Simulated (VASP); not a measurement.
VASP 6.6.1 run: GaSb

INCAR

```
NBANDS = 16
NSW = 0
SIGMA = 0.02
EDIFF = 1E-7
LWAVE = .FALSE.
LREAL = .FALSE.
PREC = Medium
ISIF = 2
METAGGA = TPSS
ENCUT = 520
LCHARG = .FALSE.
IBRION = -1
ISMEAR = -1
LASPH = .TRUE.
NELM = 50
```

KPOINTS

```
KPOINTS created by Atomic Simulation Environment
0
Gamma
8 8 8
0 0 0
```

POSCAR

```
Ga Sb
 1.0000000000000000
     0.0000000000000000    3.0658788003000002    3.2495249404000002
     3.0658788003000002    0.0000000000000000    3.2495249404000002
     3.0658788003000002    3.0658788003000002    0.0000000000000000
 Ga  Sb
   1   1
Cartesian
  0.0000000000000000  0.0000000000000000  0.0000000000000000
  1.5329394001500001  1.5329394001500001  1.6247624702000001
```

The recommended PBE PAW datasets give the neutral cell 18 valence electrons.

Command

```
mpirun -np 1 vasp_std
```

OSZICAR

```
N       E                     dE             d eps       ncg     rms          rms(c)
DAV:   1     0.626420407322E+02    0.62642E+02   -0.86188E+03  1944   0.137E+03
DAV:   2    -0.178646963080E+02   -0.80507E+02   -0.77681E+02  2232   0.291E+02
DAV:   3    -0.235129811318E+02   -0.56483E+01   -0.56362E+01  2352   0.627E+01
DAV:   4    -0.236085524889E+02   -0.95571E-01   -0.95560E-01  2360   0.920E+00
DAV:   5    -0.236107297968E+02   -0.21773E-02   -0.21773E-02  2528   0.120E+00    0.320E+00
DAV:   6    -0.231564071389E+02    0.45432E+00   -0.20025E+00  2112   0.127E+01    0.201E+00
DAV:   7    -0.231484087667E+02    0.79984E-02   -0.63093E-02  2464   0.221E+00    0.906E-01
DAV:   8    -0.231530017516E+02   -0.45930E-02   -0.16927E-02  2208   0.898E-01    0.232E-01
DAV:   9    -0.231549157771E+02   -0.19140E-02   -0.25159E-03  2288   0.442E-01    0.580E-02
DAV:  10    -0.231553144124E+02   -0.39864E-03   -0.37826E-04  2400   0.113E-01    0.329E-02
DAV:  11    -0.231557024909E+02   -0.38808E-03   -0.10221E-03  2096   0.153E-01    0.166E-02
DAV:  12    -0.231557120648E+02   -0.95739E-05   -0.20122E-05  2520   0.320E-02    0.153E-02
DAV:  13    -0.231557177464E+02   -0.56817E-05   -0.74092E-06  2208   0.143E-02    0.441E-03
DAV:  14    -0.231557207360E+02   -0.29896E-05   -0.60226E-06  2272   0.162E-02    0.564E-03
DAV:  15    -0.231557210757E+02   -0.33967E-06   -0.30524E-07  2448   0.453E-03    0.350E-04
DAV:  16    -0.231557210439E+02    0.31821E-07   -0.32803E-08  1936   0.120E-03
   1 F= -.23155721E+02 E0= -.23155667E+02  d E =-.108936E-03
```

From OUTCAR

```
k-points           NKPTS =     59   k-points in BZ     NKDIM =     59   number of bands    NBANDS=     16

   NELECT =      18.0000    total number of electrons

   dimension x,y,z NGX =    28 NGY =   28 NGZ =   24
   dimension x,y,z NGXF=    32 NGYF=   32 NGZF=   32

  energy-cutoff  :      520.00
  volume of cell :       61.09
      direct lattice vectors                 reciprocal lattice vectors
     0.000000000  3.065878800  3.249524940    -0.163085377  0.163085377  0.153868645
     3.065878800  0.000000000  3.249524940     0.163085377 -0.163085377  0.153868645
     3.065878800  3.065878800  0.000000000     0.163085377  0.163085377 -0.153868645

 k-points in reciprocal lattice and weights: KPOINTS created by Atomic Simulation Env
   0.00000000  0.00000000  0.00000000       0.002
   0.12500000 -0.00000000  0.00000000       0.016
   0.25000000 -0.00000000  0.00000000       0.016
   0.37500000 -0.00000000  0.00000000       0.016
   0.50000000 -0.00000000  0.00000000       0.008
   0.12500000  0.12500000  0.00000000       0.004
   0.25000000  0.12500000  0.00000000       0.016
   0.37500000  0.12500000  0.00000000       0.016
   ...

 E-fermi :   4.3138

 k-point     1 :       0.0000    0.0000    0.0000
  band No.  band energies     occupation
      1     -10.7881      2.00000
      2     -10.7800      2.00000
      3     -10.7799      2.00000
      4     -10.7461      2.00000
      5     -10.7409      2.00000
      6      -6.9702      2.00000
      7       3.8829      2.00000
      8       3.9688      2.00000
      9       4.3137      1.00130
     10       4.3138      0.99833
     11       7.0092      0.00000
     12       7.0094      0.00000
     13       7.1895      0.00000
     14      10.0204      0.00000
     15      12.2968      0.00000
     16      13.0882      0.00000

 k-point     2 :       0.1250   -0.0000    0.0000
  band No.  band energies     occupation
      1     -10.7885      2.00000
      2     -10.7813      2.00000
      3     -10.7786      2.00000
      4     -10.7463      2.00000
      5     -10.7408      2.00000
      6      -6.8196      2.00000
      7       2.1371      2.00000
      8       3.8410      2.00000
      9       4.1038      1.99994
     10       5.0656      0.00000
     11       7.3227      0.00000
     12       7.3376      0.00000
     13       7.7096      0.00000
     14      10.8109      0.00000
     15      11.7074      0.00000
     16      12.4167      0.00000

 k-point     3 :       0.2500   -0.0000    0.0000
  band No.  band energies     occupation
      1     -10.7940      2.00000
      2     -10.7801      2.00000
      3     -10.7754      2.00000
      4     -10.7468      2.00000
      5     -10.7404      2.00000
      6      -6.3927      2.00000
      7       0.2510      2.00000
      8       3.3874      2.00000
      9       3.7274      2.00000
     10       4.8959      0.00000
     11       7.8369      0.00000
     12       7.9001      0.00000
     13       9.2524      0.00000
     14      11.3537      0.00000
     15      11.8998      0.00000
     16      12.0062      0.00000

 ...

  Total       -0.3077884     -0.3077884     -1.3229409      0.0000000      0.0000000      0.0000000
  in kB       -8.0724070     -8.0724070    -34.6969403      0.0000000      0.0000000      0.0000000
  external PRESSURE =     -16.9472514 kB  Pullay stress =       0.0000000 kB

 POSITION                                       TOTAL-FORCE (eV/Angst)
 -----------------------------------------------------------------------------------
      0.00000      0.00000      0.00000        -0.000000     -0.000000     -0.000000
      1.53294      1.53294      1.62476         0.000000      0.000000      0.000000
 -----------------------------------------------------------------------------------
    total drift:                                0.000671      0.000671      0.000942

  FREE ENERGIE OF THE ION-ELECTRON SYSTEM (eV)
  ---------------------------------------------------
  free  energy   TOTEN  =       -23.1557210439 eV

  energy  without entropy=      -23.1556121077  energy(sigma->0) =      -23.15566658
```

It converged. Results: gap between bands v and c on the k mesh 0.00 eV; least direct gap on the k mesh 0.00 eV; pressure -1.7 GPa. Band v is the last that the valence electrons fill when counted band by band, and c is the next.

For comparison, a separate PBE run of the intended cell, on usual settings and not on those above, gives a gap of 0.00 eV on its mesh and a pressure of -0.7 GPa.

The run above took about 58 s on one core of a shared host (Intel Xeon 6975P-C) and held 0.17 GiB at most.
